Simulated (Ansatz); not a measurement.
# MoS2: stress in a strained cell

MoS2 is deformed so: equal xx and yy strain of -3 %. What stress and forces result, by LAPW, PAW and all-electron datasets made for the crystal?

Method: DFT LDA, scalar-relativistic, in Ansatz 0.2.0.

## (1) The starting structure

Symmetry: P6_3/mmc, No. 194, hexagonal system. The conventional cell has a = 3.161 Å, b = 3.161 Å, c = 12.295 Å, α = 90.00°, β = 90.00°, γ = 120.00°. Around Mo (site symmetry -6m2) lie 6 S at 2.37 Å. Around S (site symmetry 3m) lie 3 Mo at 2.37 Å.

Coordinates:

```
Mo S
1.0
     3.16100    0.00000    0.00000
    -1.58050    2.73751    0.00000
     0.00000    0.00000   12.29500
Mo S
2 4
Direct
  0.33333 0.66667 0.25000
  0.66667 0.33333 0.75000
  0.33333 0.66667 0.62750
  0.66667 0.33333 0.12750
  0.33333 0.66667 0.87250
  0.66667 0.33333 0.37250
```

Atoms are numbered in the order of the input: Mo1, Mo2, S3, S4, S5, S6.

## (2) The deformed structure

Space group P6_3/mmc before, P6_3/mmc after.

## (3) Full-potential LAPW

The input, input.yaml:

```yaml
crystal:
  lattice:
    - [3.0661715536, 0.0, 0.0]
    - [-1.5330857768, 2.6553824578, 0.0]
    - [0.0, 0.0, 12.295]
  atoms:
    - { symbol: Mo, position: [0.3333333333, 0.6666666667, 0.25] }
    - { symbol: Mo, position: [0.6666666667, 0.3333333333, 0.75] }
    - { symbol: S, position: [0.3333333333, 0.6666666667, 0.6275] }
    - { symbol: S, position: [0.6666666667, 0.3333333333, 0.1275] }
    - { symbol: S, position: [0.3333333333, 0.6666666667, 0.8725] }
    - { symbol: S, position: [0.6666666667, 0.3333333333, 0.3725] }
kpoints:
  mp_grid: { grid: [10, 10, 3] }
  band_path:
    path:
      - [0.0, 0.0, 0.0]
      - [0.5, 0.0, 0.0]
      - [0.3333333333, 0.3333333333, 0.0]
      - [0.0, 0.0, 0.0]
      - [0.0, 0.0, 0.5]
      - [0.5, 0.0, 0.5]
      - [0.3333333333, 0.3333333333, 0.5]
      - [0.0, 0.0, 0.5]
      - [0.5, 0.0, 0.5]
    npoints: 5
scf:
  occupations: { method: fermi_dirac, width: 0.03 }
hamiltonian:
  xc: lda
  pseudopotentials: { kind: all_electron, lapw: { basis_error: 0.001 } }
output:
  forces: true
  stress: true
  eigenvalues: true
```

The run is started by

```console
$ ansatz run input.yaml --threads 2 --pin off --max-ram 8192MiB --backend cpu --events-out ev --progress --plain --runs-dir out
```

## (4) PAW with frozen cores

input.yaml: that of step 3 with these lines changed.

```diff
@@ -14,14 +14,2 @@
   mp_grid: { grid: [10, 10, 3] }
-  band_path:
-    path:
-      - [0.0, 0.0, 0.0]
-      - [0.5, 0.0, 0.0]
-      - [0.3333333333, 0.3333333333, 0.0]
-      - [0.0, 0.0, 0.0]
-      - [0.0, 0.0, 0.5]
-      - [0.5, 0.0, 0.5]
-      - [0.3333333333, 0.3333333333, 0.5]
-      - [0.0, 0.0, 0.5]
-      - [0.5, 0.0, 0.5]
-    npoints: 5
 scf:
@@ -30,3 +18,3 @@
   xc: lda
-  pseudopotentials: { kind: all_electron, lapw: { basis_error: 0.001 } }
+  pseudopotentials: { kind: paw }
 output:
@@ -35 +23,6 @@
   eigenvalues: true
+  efg: { contact_densities: true }
+  write_density: true
+  write_potential: true
+  elf: true
+  volumetric_format: npy
```

## (5) Datasets made for this crystal

input.yaml: that of step 4 with these lines changed.

```diff
@@ -18,3 +18,3 @@
   xc: lda
-  pseudopotentials: { kind: paw }
+  pseudopotentials: { kind: all_electron, datasets: crystal }
 output:
@@ -24,5 +24 @@
   efg: { contact_densities: true }
-  write_density: true
-  write_potential: true
-  elf: true
-  volumetric_format: npy
```

(Steps that only read results are left out.)

Q: Predict the outcome of this session. Wanted: pressure; largest shear or deviatoric stress.

**Answer**, as computed:

| quantity | value |
| --- | --- |
| pressure | LAPW 12.09, PAW 12.01, crystal datasets 12.08 GPa |
| largest shear or deviatoric stress (LAPW) | 1.78 GPa |

**Reading.** The largest part of the stress beyond the pressure is 1.78 GPa in size, in the zz component; the atoms are carried along and not relaxed. No run of the undeformed cell stands beside it, so the pressure holds what the given cell had before the change. PAW: stress within 0.08 GPa of LAPW, forces within 6 meV/Å. Crystal datasets: stress within 0.01 GPa of LAPW, forces within 1 meV/Å.
